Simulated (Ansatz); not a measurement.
**ZrN: single point with PBE**

ZrN:

```
Zr N
1.0
     0.00000    2.30000    2.30000
     2.30000    0.00000    2.30000
     2.30000    2.30000    0.00000
Zr N
1 1
Direct
  0.50000 0.50000 0.50000
  0.00000 0.00000 0.00000
```

```
Program             : Ansatz 0.2.0
Task                : single point
Functional          : PBE
Potentials or basis : Ansatz PAW
Cutoff              : 420 eV (not typed: the program's choice for these potentials)
k mesh              : 10 × 10 × 10
Occupations         : gaussian, width 0.011 eV
Spin                : no spin polarisation
```

- Pressure: -0.9 GPa
- Band gap on the k mesh: none (metal or under the smearing width)

Levels at points of the mesh, in eV from the Fermi level:
| k point | band 5 | band 6 | band 7 | band 8 | band 9 | band 10 | band 11 | band 12 | band 13 |
| --- | --- | --- | --- | --- | --- | --- | --- | --- | --- |
| (0.00, 0.00, 0.00) | -16.28 | -2.69 | -2.69 | -2.69 | -0.43 | -0.43 | -0.43 | 1.53 | 1.53 |
| (0.00, 0.00, -0.50) | -14.12 | -7.65 | -5.69 | -5.69 | 2.94 | 3.00 | 3.00 | 4.67 | 7.57 |
| (0.00, -0.50, -0.50) | -15.74 | -4.61 | -3.47 | -3.20 | -3.20 | 3.29 | 4.43 | 4.43 | 4.81 |

It took 0.8 s on 2 threads of Intel(R) Xeon(R) Platinum 8259CL CPU @ 2.50GHz (Skylake/Cascade Lake) (shared host), peak memory 0.36 GiB.

Caveat: the pressure holds a Pulay correction of +0.4 GPa for the finite cutoff.
